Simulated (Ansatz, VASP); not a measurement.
**One calculation of ZnSe, two programs**

```xyz
4
Lattice="0.0000 -2.8338 -2.8338 0.0000 2.8338 -2.8338 5.6676 0.0000 0.0000" Properties=species:S:1:pos:R:3 pbc="T T T"
Zn    2.7963    0.0000   -2.8338
Zn    0.0375    0.0000    0.0000
Se    1.4169    1.4169   -1.4169
Se    4.2507   -1.4169   -1.4169
```

Change from the starting cell: mode 7 (198.7 1/cm) frozen in, largest displacement +0.037 Å.

Alike in both runs: task single point; functional PBE; k mesh 8 × 8 × 6; occupations gaussian, width 0.05 eV; no spin polarisation.

|  | VASP | Ansatz |
| --- | --- | --- |
| version | VASP 6.6.1 | Ansatz 0.2.0 |
| potentials or method | VASP PAW PBE potentials, release 64 (Zn, Se) | scalar-relativistic, plane waves, PAW |
| plane-wave cutoff (eV) | 520 | 420 |
| valence electrons in the cell | 36 | 56 |

```tsv
	VASP	Ansatz	Ansatz less VASP
gap on the k mesh at the Fermi level (eV)	1.28	1.28	-0.002
least direct gap on the mesh (eV)	1.28	1.28	-0.002
pressure (GPa)	2.4	2.1	-0.23
largest component of the traceless stress (GPa)	0.05	0.06	+0.003
rms of the force components (eV/Å)	0.147	0.145	-0.0018
```

Atom by atom the forces differ by 0.002 eV/Å (rms over components). The two sets of potentials don't hold the same shells in valence.
